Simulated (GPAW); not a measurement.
Crystal: V.

```
V
1.0
    -1.51435    1.51435    1.51435
     1.51435   -1.51435    1.51435
     1.51435    1.51435   -1.51435
V
1
Direct
  0.00000 0.00000 0.00000
```

| Item | Value |
| --- | --- |
| Program | GPAW 26.7.0 |
| Task | relaxation of cell and atoms |
| Functional | LDA |
| Potentials or basis | the program's PAW data sets (release 1.2.1) made for this functional |
| Cutoff | 600 eV |
| Basis | pw |
| k mesh | 12 × 12 × 12 |
| Occupations | fermi-dirac, width 0.05 eV |
| Spin | collinear spin, ferromagnetic start |
| Starting moments | [2.0] μB |

At the start: pressure -17.1 GPa; volume 13.89 Å³/atom.

Q: How do energy, volume and symmetry change on relaxing?

A: Over 7 steps the energy falls by 77.9 meV/atom and the volume is 12.55 Å³/atom (-9.6 %); space group Im-3m (No. 229, to 0.05 Å); moment 0.00 μB per cell.

The path:
| step | energy change (eV) | largest force (eV/Å) | pressure (GPa) | volume (Å³) |
| --- | --- | --- | --- | --- |
| 1 | 0.0000 | 0.0000 | -17.10 | 13.89 |
| 2 | -0.0523 | 0.0000 | -10.39 | 13.29 |
| 3 | -0.0768 | 0.0000 | 2.77 | 12.38 |
| 4 | -0.0771 | 0.0000 | 2.43 | 12.40 |
| 5 | -0.0775 | 0.0000 | 1.80 | 12.44 |
| 6 | -0.0778 | 0.0000 | 0.95 | 12.49 |
| 7 | -0.0779 | 0.0000 | 0.01 | 12.55 |

Final structure:
```
CELL_PARAMETERS angstrom
-1.46399 1.46399 1.46399
1.46399 -1.46399 1.46399
1.46399 1.46399 -1.46399
ATOMIC_POSITIONS crystal
V 0.00000 0.00000 0.00000
```

Caveat: each step starts from the last one's moments, so a moment once lost doesn't come back; later steps reuse the first step's grids.
